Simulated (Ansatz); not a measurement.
Sn:

```
CELL_PARAMETERS angstrom
-1.72654 1.77555 2.33834
1.72654 -1.77555 2.33834
1.72654 1.77555 -2.33834
ATOMIC_POSITIONS crystal
Sn 0.00000 0.00000 0.00000
```

This isn't the form of Sn at room conditions, which is tetragonal (white tin).

```yaml
Program: Ansatz 0.2.0
Task: relaxation of cell and atoms
Functional: PBE
Dispersion: D4
Potentials_or_basis: Ansatz PAW
Cutoff: "420 eV (not typed: the program's choice for these potentials)"
k_mesh: 11 × 11 × 11
Occupations: fermi-dirac, width 0.05 eV
Spin: no spin polarisation
```

At the start: volume 28.67 Å³/atom.

**Question.** Where does the relaxation end?

**Answer.** It ends after 6 steps and the volume is 26.81 Å³/atom (-6.5 %); space group I4/mmm (No. 139, to 0.05 Å).

The path:
```tsv
step	energy change (eV)	largest force (eV/Å)	volume (Å³)
1	0.0000	0.0000	28.67
2	-0.0220	0.0000	26.72
3	-0.0225	0.0000	26.78
4	-0.0226	0.0000	26.81
5	-0.0226	0.0000	26.81
6	-0.0222	0.0000	26.81
```

Final structure:
```xyz
1
Lattice="-1.7023 1.7023 2.3130 1.7023 -1.7023 2.3130 1.7023 1.7023 -2.3130" Properties=species:S:1:pos:R:3 pbc="T T T"
Sn    0.0000    0.0000    0.0000
```

Caveat: the plane-wave basis is chosen anew once the cell has moved, so the energies of steps on either side of that aren't comparable; pairwise dispersion overbinds metals, which lowers pressure and volume.
